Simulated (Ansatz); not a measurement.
**Re under changes of volume**

One of the cells (14.714 Å³/atom); the others are scaled copies at fixed shape and fractional positions:

```
Re
1.0
     2.76080    0.00000    0.00000
    -1.38040    2.39092    0.00000
     0.00000    0.00000    4.45820
Re
2
Direct
  0.66667 0.33333 0.75000
  0.33333 0.66667 0.25000
```

| Property | Result |
| --- | --- |
| Program | Ansatz 0.2.0 |
| Functional | PBE |
| Potentials or basis | SPMS NC |
| Cutoff | 435 eV (not typed: the program's choice for these potentials) |
| k mesh | 11 × 11 × 6 |
| Occupations | fermi-dirac, width 0.05 eV |
| Spin | no spin polarisation |

```tsv
volume (Å³/atom)	energy over the lowest point (meV/atom)	pressure (GPa)
13.831	107.82	33.4
14.125	56.13	23.3
14.420	22.06	14.2
14.714	3.88	6.0
15.008	0.00	-1.4
15.303	8.94	-8.0
15.597	?	?
```

Task: What does the run at 15.597 Å³/atom give?

Result: Energy over the lowest point 29.41 meV/atom; pressure -14.0 GPa.

Worked out: A Birch-Murnaghan fit of order 3 (a polynomial in V^(-2/3)) to the other rows has its minimum at 14.95 Å³/atom with B0 = V·E''(V) = 362 GPa and B' = 4.4 at fixed shape and positions, which overstates the stiffness. It gives 29.38 meV/atom at 15.597 Å³/atom, against the run's 29.41, and -dE/dV = -14.1 GPa, against -14.0.

Energies are extrapolated to zero smearing.
